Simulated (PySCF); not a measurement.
Spectrum to structure. Computed with PySCF, TDDFT CAM-B3LYP/def2-SVPD, vertical, gas phase, core orbitals frozen in the response. Geometries: PBE0-D3(BJ)/def2-SVP, one conformer each.

```csv
state,ν̃ (cm⁻¹),f,"main configurations (H = HOMO, L = LUMO)"
S1,55320,0.0079,"H→L (61%), H→L+2 (33%)"
S2,58850,0.0093,"H→L+2 (49%), H→L (36%), H→L+4 (9%)"
S3,61100,0.0000,H→L+1 (96%)
S4,64610,0.0047,H→L+3 (97%)
S5,69330,0.014,"H→L+4 (75%), H→L+2 (12%), H→L+5 (9%)"
S6,69750,0.027,"H-1→L (72%), H-1→L+2 (20%)"
S7,72680,0.0020,"H-1→L+2 (65%), H-1→L (23%)"
S8,73400,0.029,"H-2→L (86%), H-1→L+1 (8%)"
S9,74700,0.030,H→L+5 (86%)
S10,75340,0.0050,"H-2→L+2 (52%), H-1→L+1 (30%), H-2→L+4 (12%)"
```

Orbital energies (eV): HOMO-3 -12.11, HOMO-2 -10.92, HOMO-1 -10.41, HOMO -8.66, LUMO 1.42, LUMO+1 1.97, LUMO+2 2.00.

Question: Which structure fits?
A. `C1COC1`
B. `CP(C)(=O)O`
C. `C(C=O)C`

Answer: A. Its S1 lies at 6.86 eV; the nearest of the others has S1 at 7.38 eV. S1 is HOMO→LUMO (61%), HOMO→LUMO+2 (33%). Löwdin shares by element: HOMO oxygen 56%, carbon 20% or more, hydrogen 6% or more (atoms not listed hold the other 19%); LUMO carbon 53%, hydrogen 10% or more (atoms not listed hold the other 37%). At the same level the other candidates give, for their lowest levels:
- `CP(C)(=O)O`: 7.38 eV (f 0.054); 7.74 eV (f 0.057); 8.02 eV (f 0.015); 8.51 eV (f 0.018); 8.60 eV (f 0.006); T1 7.19 eV; HOMO -9.35, LUMO 0.92 eV
- `CCC=O`: 4.39 eV (f 0.000); 7.23 eV (f 0.020); 8.11 eV (f 0.072); 8.43 eV (f 0.020); 8.62 eV (f 0.048); T1 3.79 eV; HOMO -9.00, LUMO 0.52 eV
Triplets come from the Tamm–Dancoff approximation.
